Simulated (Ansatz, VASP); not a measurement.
## Cross-check of ZrC (ZrC strained to the junction's net) between VASP and Ansatz

One calculation is typed for both programs; each brings its own data sets. How far apart do they land? The cell is generated by rule, not measured, and may not be a known phase. The structure shown is the end of the Ansatz relaxation below.

Program: Ansatz 0.2.0. Level of theory: plane waves, with VASP 6.6.1 beside it; single point at PBE. Results are calculated unless marked as measured.

**1. Starting point**

The structure is cubic, space group Fm-3m (No. 225). Conventional cell: a = 4.709 Å, b = 4.709 Å, c = 4.709 Å, α = 90.00°, β = 90.00°, γ = 90.00°. Zr has 6 C at 2.35 Å nearest. C has 6 Zr at 2.35 Å nearest. Farther neighbours are not listed.

**2. Ansatz: relaxation, PBE**

Ansatz runs on its default PAW (the set named soft_2) files.

This run makes the geometry at which the two programs are then compared.

Input file input.yaml:

```yaml
crystal:
  lattice:
    - [3.33, 0.0, 0.0]
    - [-1.665, 2.8838645946, 0.0]
    - [0.0, 0.0, 8.1587702258]
  atoms:
    - { symbol: Zr, position: [0.0, 0.0, 0.0] }
    - { symbol: C, position: [0.3333333333, 0.6666666667, 0.1666666667] }
    - { symbol: Zr, position: [0.6666666667, 0.3333333333, 0.3333333333] }
    - { symbol: C, position: [0.0, 0.0, 0.5] }
    - { symbol: Zr, position: [0.3333333333, 0.6666666667, 0.6666666667] }
    - { symbol: C, position: [0.6666666667, 0.3333333333, 0.8333333333] }
kpoints:
  mp_grid: { grid: [12, 12, 4] }
scf:
  occupations: { method: fermi_dirac, width: 0.1 }
  max_iter: 150
hamiltonian:
  xc: pbe
relax:
  f_tol: 0.01
  max_steps: 40
  cell: { fix: [a, b, angles] }
```

Launch:

```console
$ ansatz run input.yaml --threads 4 --pin off --max-ram 16384MiB --backend cpu --events-out ev --progress --plain --runs-dir out
```

Numbers of over 12 decimals in the logs are rounded to 6 here.

Output:

```text
Engine: ansatz 0.2.0, aarch64-unknown-linux-gnu
Pseudopotentials: kind: paw
Pseudopotential: Zr, paw, valence charge 12, recommended cutoff 420 eV (normal), Zr.paw.azcp
Pseudopotential: C, paw, valence charge 4, recommended cutoff 420 eV (normal), C.paw.azcp
Functional definition: PBE
  parameter kappa = 0.804
  parameter beta = 0.066725
  exchange = pbe_x(kappa = kappa, mu = beta*pi^2/3)
  correlation = pbe_c(beta = beta)
Crystal: 6 atoms, lattice volume = 78.351 Å³
Basis set: ecut = 420 eV, 1563 PW (Γ), exchange–correlation on 48×48×120 points (8 copies of the dense FFT grid, shifted against one another)
Bands: 30, of which v1, the nominal top of the filled ones, is band 24 counted from 1 (23 counted from 0)
Symmetry: 36 space group operations
Space group: R-3m (ITA 166), of the structure as read, at distance tolerance 4.3e-5 Å
k-points: 69 of 576
Non-local potential: Zr, projectors of the file, l = 0: 3, l = 1: 2, l = 2: 2, l = 3: 2
Non-local potential: C, projectors of the file, l = 0: 2, l = 1: 2, l = 2: 1
PAW form: soft (Blöchl's): semilocal exchange-correlation on the pseudo side does not see the compensation charge
PAW one-centre angular grid: Zr, 590 points (default); XC on 64 Gauss nodes
PAW one-centre angular grid: C, 110 points (default); XC on 64 Gauss nodes
Initial density: superposition of atomic densities (neutral atoms: chi_scale 0, normalization atom), corrected by the library's trained network
Initial wavefunctions: pseudopotential atomic-orbital guess
Functional: x = pbe(κ = 0.804, μ = 0.219515), c = pbe(β = 0.066725)
SCF iter   1: F=—  HF=-13309.503495 eV  |F-HF|=—  |Δ(HF+E_count)|=         —  Δρ=1.38e-3  dr2=1.43e-3  ethr=1.77e-3  ⟨swp⟩=4.2  Hψ=8009  notcnv=0
preconditioner: auto → Kerker (q_TF=auto, 2.514 Å⁻¹)  [metal: Δε(μ)=0.090 eV  Ē_g=16.613 eV  σ=0.100 eV  W_gap=0.22  n_scr=24 (ndim 8)  ℏωp=27.2 eV  f_vac=0.000  D(μ)=0.91/eV (n_scr^D=2)]
SCF iter   2: F=—  HF=-13309.501703 eV  |F-HF|=—  |Δ(HF+E_count)|=   1.79e-3  Δρ=5.48e-4  dr2=8.00e-5  ethr=2.99e-6  ⟨swp⟩=2.0  Hψ=4199  notcnv=0
SCF iter   3: F=—  HF=-13309.501772 eV  |F-HF|=—  |Δ(HF+E_count)|=   6.84e-5  Δρ=2.47e-4  dr2=1.41e-5  ethr=1.67e-7  ⟨swp⟩=2.0  Hψ=2618  notcnv=0
SCF iter   4: F=—  HF=-13309.501787 eV  |F-HF|=—  |Δ(HF+E_count)|=   1.52e-5  Δρ=2.69e-5  dr2=4.22e-7  ethr=2.93e-8  ⟨swp⟩=2.9  Hψ=3640  notcnv=0
iter 5 did not close the SCF: its close was put off for the readings that it lacked (scf_convergence_deferred on its scf_iter line)
SCF iter   5: F=-13309.501787 eV  HF=-13309.501787 eV  |F-HF|=7.99e-9  |Δ(HF+E_count)|=   1.74e-8  Δρ=9.15e-6  dr2=4.35e-8  ethr=8.80e-10  ⟨swp⟩=2.3  Hψ=3171  notcnv=0
SCF iter   6: F=-13309.501787 eV  HF=-13309.501787 eV  |F-HF|=3.09e-10  |Δ(HF+E_count)|=   1.52e-8  Δρ=1.54e-6  dr2=7.87e-10  ethr=9.06e-11  ⟨swp⟩=2.0  Hψ=6627  notcnv=0
SCF 1 converged in 6 iterations: F = -13309.501787 eV  dr2 = 7.87e-10
  greatest PAW one-centre occupation: 0.996 electrons in one spin orbital (limit 2), on the Zr atom at site 4 (counted from 0), in its partial waves of l = 0
relax step   1: F+E_penalty+E_count = -13309.50178707 eV  Δ(F+E_penalty+E_count) = +0.000e0 eV  max|allowed force component| = 3.194e-26 eV/Å  Δτ_max = 0.0000 Å  P = -0.108 GPa  Ω = 78.351 Å³  fix = [a, b, alpha, beta, gamma]  reactions: a -0.087, b -0.087 GPa  (6 SCF iters, dr2 threshold 1.00e-7 eV, accepted)
[...]
relax step   2: F+E_penalty+E_count = -13309.50185440 eV  Δ(F+E_penalty+E_count) = -6.733e-5 eV  max|allowed force component| = 4.506e-27 eV/Å  Δτ_max = 0.0000 Å  P = +0.105 GPa  Ω = 78.276 Å³  energy of the carried Pulay correction = +9.224e-5 eV  fix = [a, b, alpha, beta, gamma]  (4 SCF iters, dr2 threshold 5.69e-8 eV, rejected (line search))
[...]
relax step   3: F+E_penalty+E_count = -13309.50183405 eV  Δ(F+E_penalty+E_count) = -4.697e-5 eV  max|allowed force component| = 6.377e-29 eV/Å  Δτ_max = 0.0000 Å  P = -0.030 GPa  Ω = 78.323 Å³  energy of the carried Pulay correction = +3.402e-5 eV  fix = [a, b, alpha, beta, gamma]  reactions: a -0.044, b -0.044 GPa  (5 SCF iters, accepted)
[...]
relax step   4: F+E_penalty+E_count = -13309.50177358 eV  Δ(F+E_penalty+E_count) = +6.046e-5 eV  max|allowed force component| = 4.061e-27 eV/Å  Δτ_max = 0.0000 Å  P = -0.030 GPa  Ω = 78.323 Å³  fix = [a, b, alpha, beta, gamma]  reactions: a -0.045, b -0.045 GPa  stress off target by 1.43e-3 GPa on what of the cell is left free  SCF on the basis re-selected at this cell (its energy is not comparable with the rows above)  (3 SCF iters)
basis re-selected at this cell: Δ(F+E_penalty+E_count) = +6.046e-5 eV, ΔP = -0.001 GPa vs the last step (what re-selecting the basis moved, of the pressure what is left beyond the Pulay correction that the steps carried, after the strain that the cell walked since its last selection, with what the two solves' SCF thresholds leave and, on support functions, any second-order correction that the steps lacked; it is no m [...]
SCF converged after 3 iterations
Free energy (F): -13309.501774 eV
Harris-Foulkes:  -13309.501774 eV  (|F-HF|=0.00e0)
Internal energy: -13309.470842 eV  (E = F + TS)
E sigma→0 (E₀):  -13309.486308 eV
Entropy (-TS):   -0.030932 eV (-5.155 meV/atom)
Fermi energy:    14.786617 eV
--- Per-component energies (eV) ---
  E_band       = -150.969470
  E_kinetic    = 1266.574692
  E_local      = -1792.846401  (includes V_loc(G=0)·N_el)
  E_nonlocal   = 313.140960
  E_hartree    = 538.134614
  E_xc         = -633.987875
  E_vxc        = -757.912926  (∫ρ·V_xc dr)
  E_paw        = -9155.955961  (= ΣΔE_a)
  E_vpaw       = -256.195138  (= ΣTr[D̂ρ^β])
  E_aug_tail   = 0.000102  (compensation charges beyond the density's cutoff)
  E_ewald      = -3844.530972
  E_smearing   = -0.030932  (= −TS)
  E_closure    = -0.000000  (closes the sum)
  Σ components = -13309.501774   (vs F -13309.501774, Δ=0.00e0)
--- Forces (eV/Å), atoms counted from 1 ---
  atom   1  Zr     0.00000000     0.00000000     0.00000000
  atom   2  C      0.00000000    -0.00000000     0.00000000
  atom   3  Zr    -0.00000000     0.00000000     0.00000000
  atom   4  C      0.00000000     0.00000000     0.00000000
  atom   5  Zr     0.00000000     0.00000000     0.00000000
  atom   6  C     -0.00000000    -0.00000000     0.00000000
  max |Σ_I F_I| component: 1.75e-27 eV/Å
--- Stress (GPa, compression-positive) ---
       -0.044866      -0.000000      -0.000000
       -0.000000      -0.044866      -0.000000
       -0.000000      -0.000000      -0.001428
  P = ⅓ Tr σ = -0.0304 GPa (-0.304 kbar)
--- Relaxed structure (3 steps of the walk, 2 accepted, 1 SCFs on fresh bases) ---
  F+E_penalty+E_count = -13309.50177358 eV   max|allowed force component| = 4.061e-27 eV/Å   (the final SCF, on the basis selected at the relaxed cell)
  cell:  # Å, volume = 78.3234 Å³
    - [3.330000, 0, 0]
    - [-1.665000, 2.883865, 0]
    - [0, 0, 8.155906]
  atoms:
    - { symbol: Zr, position: [0, 0, 0] }
    - { symbol: C, position: [0.333333, 0.666667, 0.166667] }
    - { symbol: Zr, position: [0.666667, 0.333333, 0.333333] }
    - { symbol: C, position: [0, 0, 0.5] }
    - { symbol: Zr, position: [0.333333, 0.666667, 0.666667] }
    - { symbol: C, position: [0.666667, 0.333333, 0.833333] }
```

**3. VASP: single point, PBE**

The same cell, functional, mesh and smearing now go to VASP, with its own data sets.

Lines of VASP's logs that name or quote its potential files are left out, and so is its time.

Input file INCAR:

```
SYSTEM = ZrC
PREC = Accurate
ENCUT = 600
EDIFF = 1E-06
NELM = 120
ISMEAR = -1
SIGMA = 0.1
LREAL = .FALSE.
ALGO = Normal
GGA = PE
NBANDS = 30
LASPH = .TRUE.
LORBIT = 11
LWAVE = .FALSE.
LCHARG = .FALSE.
ISIF = 2
GGA_COMPAT = .FALSE.
KPAR = 2
```

Input file POSCAR:

```
ZrC
1.0
    3.3300000000      0.0000000000      0.0000000000
   -1.6650000000      2.8838645946      0.0000000000
    0.0000000000      0.0000000000      8.1559063958
Zr C
3 3
Direct
    0.0000000000      0.0000000000      0.0000000000
    0.6666666667      0.3333333333      0.3333333333
    0.3333333333      0.6666666667      0.6666666667
    0.3333333333      0.6666666667      0.1666666667
    0.0000000000      0.0000000000      0.5000000000
    0.6666666667      0.3333333333      0.8333333333
```

Input file KPOINTS:

```
Automatic mesh
0
Gamma
12 12 4
0 0 0
```

Potentials, in the order of the species: Zr_sv and C (PBE family, release 64).

Launch:

```console
$ mpirun -np 2 vasp_std
```

Output:

```text
[banner, memory and clock lines left out]
running    2 mpi-ranks, on    1 nodes
 distrk:  each k-point on    1 cores,    2 groups
 distr:  one band on    1 cores,    1 groups

 POSCAR found type information on POSCAR ZrC
 POSCAR found :  2 types and       6 ions
 LDA part: xc-table for (Slater+PW92), standard interpolation
 POSCAR, INCAR and KPOINTS ok, starting setup
 FFT: planning ... GRIDC
 FFT: planning ... GRID_SOFT
 FFT: planning ... GRID
 WAVECAR not read
 entering main loop
       N       E                     dE             d eps       ncg     rms          rms(c)
DAV:   1     0.469410720809E+03    0.46941E+03   -0.28238E+04  4140   0.181E+03
DAV:   2    -0.264614530019E+02   -0.49587E+03   -0.47782E+03  4862   0.463E+02
DAV:   3    -0.666007999938E+02   -0.40139E+02   -0.38938E+02  6834   0.107E+02
DAV:   4    -0.687558692679E+02   -0.21551E+01   -0.21528E+01  5980   0.224E+01
DAV:   5    -0.688203773989E+02   -0.64508E-01   -0.64502E-01  5876   0.375E+00    0.349E+01
DAV:   6    -0.586239949544E+02    0.10196E+02   -0.66519E+01  4724   0.341E+01    0.144E+01
DAV:   7    -0.584042925571E+02    0.21970E+00   -0.48020E+00  6186   0.939E+00    0.857E+00
DAV:   8    -0.584104372948E+02   -0.61447E-02   -0.32737E-01  5362   0.332E+00    0.887E-01
DAV:   9    -0.584029476671E+02    0.74896E-02   -0.10422E-01  5696   0.116E+00    0.559E-01
DAV:  10    -0.584029156081E+02    0.32059E-04   -0.11300E-02  5206   0.717E-01    0.210E-01
DAV:  11    -0.584029390663E+02   -0.23458E-04   -0.48670E-04  6000   0.143E-01    0.627E-02
DAV:  12    -0.584029246412E+02    0.14425E-04   -0.48415E-05  5034   0.554E-02    0.155E-02
DAV:  13    -0.584029266672E+02   -0.20261E-05   -0.77898E-06  5462   0.195E-02    0.129E-03
DAV:  14    -0.584029265050E+02    0.16226E-06   -0.21473E-07  3168   0.318E-03
   1 F= -.58402927E+02 E0= -.58387449E+02  d E =-.309544E-01
```

Parts of OUTCAR (step 3):

```text
ion  position               nearest neighbor table
   1  0.000  0.000  0.000-   4 2.35   6 2.35   4 2.35   6 2.35   6 2.35   4 2.35   2 3.33   3 3.33
                             3 3.33   2 3.33   3 3.33   2 3.33
   2  0.667  0.333  0.333-   4 2.35   4 2.35   5 2.35   4 2.35   5 2.35   5 2.35   1 3.33   1 3.33
                             1 3.33   3 3.33   3 3.33   3 3.33
   3  0.333  0.667  0.667-   6 2.35   6 2.35   5 2.35   6 2.35   5 2.35   5 2.35   1 3.33   1 3.33
                             1 3.33   2 3.33   2 3.33   2 3.33
   4  0.333  0.667  0.167-   2 2.35   2 2.35   1 2.35   2 2.35   1 2.35   1 2.35
   5  0.000  0.000  0.500-   2 2.35   3 2.35   3 2.35   2 2.35   2 2.35   3 2.35
   6  0.667  0.333  0.833-   3 2.35   3 2.35   1 2.35   3 2.35   1 2.35   1 2.35

  LATTYP: Found a hexagonal cell.
 ALAT       =     3.3300000000
 C/A-ratio  =     2.4492211399

 Subroutine GETGRP returns: Found 12 space group operations
 (whereof 12 operations were pure point group operations)

The static configuration has the point symmetry D_3d.

 Found     69 irreducible k-points:

   k-points           NKPTS =     69   k-points in BZ     NKDIM =     69   number of bands    NBANDS=     30

   dimension x,y,z NGX =    28 NGY =   28 NGZ =   70
   dimension x,y,z NGXF=    56 NGYF=   56 NGZF=  140

   ENCUT  =  600.0 eV  44.10 Ry    6.64 a.u.   6.65  6.65 16.29*2*pi/ulx,y,z

   NELECT =      48.0000    total number of electrons

 k-points in reciprocal lattice and weights: Automatic mesh
   0.00000000  0.00000000  0.00000000       0.002
   0.08333333  0.00000000  0.00000000       0.010
   0.16666667  0.00000000  0.00000000       0.010
   0.25000000  0.00000000  0.00000000       0.010
   0.33333333 -0.00000000  0.00000000       0.010
   0.41666667  0.00000000  0.00000000       0.010
   0.50000000  0.00000000  0.00000000       0.005
   0.08333333  0.08333333  0.00000000       0.010
   0.16666667  0.08333333  0.00000000       0.021
[...]
0.33333333  0.25000000  0.50000000       0.021
   0.33333333  0.33333333  0.50000000       0.003

 average (electrostatic) potential at core
       1 -73.3630       2 -73.3630       3 -73.3630       4 -44.1255       5 -44.1255
       6 -44.1255

 E-fermi :   9.5634

 k-point     1 :       0.0000    0.0000    0.0000
  band No.  band energies     occupation
    ...
     17       5.6277      2.00000
     18       7.1581      2.00000
     19       7.1581      2.00000
     20       7.1581      2.00000
     21       7.1581      2.00000
     22      10.4814      0.00021
     23      10.4814      0.00021
     24      10.4817      0.00021
     25      10.6397      0.00004
     26      10.6397      0.00004
    ...

 k-point     2 :       0.0833    0.0000    0.0000
  band No.  band energies     occupation
    ...
     18       7.0378      2.00000
     19       7.0944      2.00000
     20       7.3596      2.00000
     21       7.4148      2.00000
     22       9.4743      1.41784
     23       9.7308      0.31555
     24       9.8053      0.16341
     25      10.7196      0.00002
     26      11.1327      0.00000
     27      11.3355      0.00000
    ...

 k-point     3 :       0.1667    0.0000    0.0000
  band No.  band energies     occupation
    ...
     20       7.4166      2.00000
     21       7.8247      2.00000
     22       8.1406      2.00000
     23       8.8030      1.99900
     24       9.0312      1.99028
     25      10.8484      0.00001
     26      11.0510      0.00000
     27      11.7037      0.00000
     28      12.0042      0.00000
     29      12.4563      0.00000
    ...

  Total        0.0623859      0.0623859      0.0835742      0.0000000      0.0000000      0.0000000
  in kB        1.2761617      1.2761617      1.7095873      0.0000000      0.0000000      0.0000000
  external PRESSURE =       1.4206369 kB  Pullay stress =       0.0000000 kB

  energy-cutoff  :      600.00
  volume of cell :       78.32
      direct lattice vectors                 reciprocal lattice vectors
     3.330000000  0.000000000  0.000000000     0.300300300  0.173378459  0.000000000
    -1.665000000  2.883864595  0.000000000     0.000000000  0.346756918  0.000000000
     0.000000000  0.000000000  8.155906396     0.000000000  0.000000000  0.122610529

 POSITION                                       TOTAL-FORCE (eV/Angst)
 -----------------------------------------------------------------------------------
      0.00000      0.00000      0.00000         0.000000     -0.000000      0.000000
      1.66500      0.96129      2.71864        -0.000000      0.000000     -0.000000
     -0.00000      1.92258      5.43727        -0.000000     -0.000000      0.000000
     -0.00000      1.92258      1.35932         0.000000     -0.000000      0.000000
      0.00000      0.00000      4.07795         0.000000     -0.000000      0.000000
      1.66500      0.96129      6.79659         0.000000     -0.000000     -0.000000
 -----------------------------------------------------------------------------------
    total drift:                               -0.000000      0.000000      0.000000

  FREE ENERGIE OF THE ION-ELECTRON SYSTEM (eV)
  ---------------------------------------------------
  free  energy   TOTEN  =       -58.4029265050 eV

  energy  without entropy=      -58.3719720595  energy(sigma->0) =      -58.38744928

 total charge
# of ion       s       p       d       tot
------------------------------------------
    1        2.174   6.042   1.619   9.835
    2        2.174   6.042   1.619   9.835
    3        2.174   6.042   1.619   9.835
    4        0.884   1.472   0.000   2.356
    5        0.884   1.472   0.000   2.356
    6        0.884   1.472   0.000   2.356
--------------------------------------------------
tot          9.173  22.541   4.857  36.571

[... 3 further parts left out ...]
```

The run ends at a pressure of 0.14 GPa.

**4. Side by side**

Known differences besides the potentials themselves: the cutoff is 420 eV in Ansatz and 600 eV in VASP; Ansatz's pressure holds a Pulay correction, VASP's none. Total energies have different zeros and are not compared.

Compared:

```csv
quantity,Ansatz,VASP,difference
pressure (GPa),-0.03,0.14,-0.17
```

**5. Summary of results**

| Quantity | Value |
| --- | --- |
| difference in pressure (single point, PBE) | -0.17 GPa |

The difference in pressure is -0.17 GPa (single point, PBE), within the 1 GPa picked in this series as the mark of a large difference. Such differences can come from data sets, numerical settings and the points named under the comparisons, not from the functional's error against experiment.

[Lines on the potential files, build, host, timing and source positions are cut from VASP's logs without a mark.]

[Logs are printed without paths, hosts, clocks, repeated set-up lines and the standing remarks that a program may print on its own settings, such as how far it seeks lower states.]

[Hosts, paths, dates, database ids (printed as entryN), source tags and the programs' standing remarks are cut or masked in the printed files.]
